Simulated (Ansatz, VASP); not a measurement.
One calculation of SrTiO3, two programs

```
CELL_PARAMETERS angstrom
3.89112 0.00000 0.00000
0.00000 3.89112 0.00000
0.00000 0.00000 3.89112
ATOMIC_POSITIONS crystal
Sr 0.50000 0.50000 0.50000
Ti 0.00000 0.00000 0.00000
O 0.50000 0.00000 0.00000
O 0.00000 0.50000 0.00000
O 0.00000 0.00000 0.50000
```

Alike in both runs: task single point; functional PBEsol; k mesh 6 × 6 × 6; no spin polarisation.

|  | VASP | Ansatz |
| --- | --- | --- |
| version | VASP 6.6.1 | Ansatz 0.2.0 |
| potentials or method | VASP PAW PBE potentials, release 64 (Sr_sv, Ti_sv, O), cutoff 520 eV | all-electron LAPW, scalar-relativistic |
| occupations | gaussian, width 0.01 eV | fixed |

VASP gave:

| Property | Result |
| --- | --- |
| gap on the k mesh at the Fermi level (eV) | 1.82 |
| pressure (GPa) | 0.7 |

Q: Which values does Ansatz return?

A: gap on the k mesh at the Fermi level (eV): 1.85; pressure (GPa): 0.0.

Ansatz ran all-electron here, so the differences hold the error of VASP's frozen core and of both bases. Ansatz warned: «metallic_iterate».

Caveats: the PAW data sets were made with another functional, which shifts forces and pressure a little (VASP). PBEsol gaps usually lie below the measured ones, often by a third to a half. A k mesh can miss the band edges.
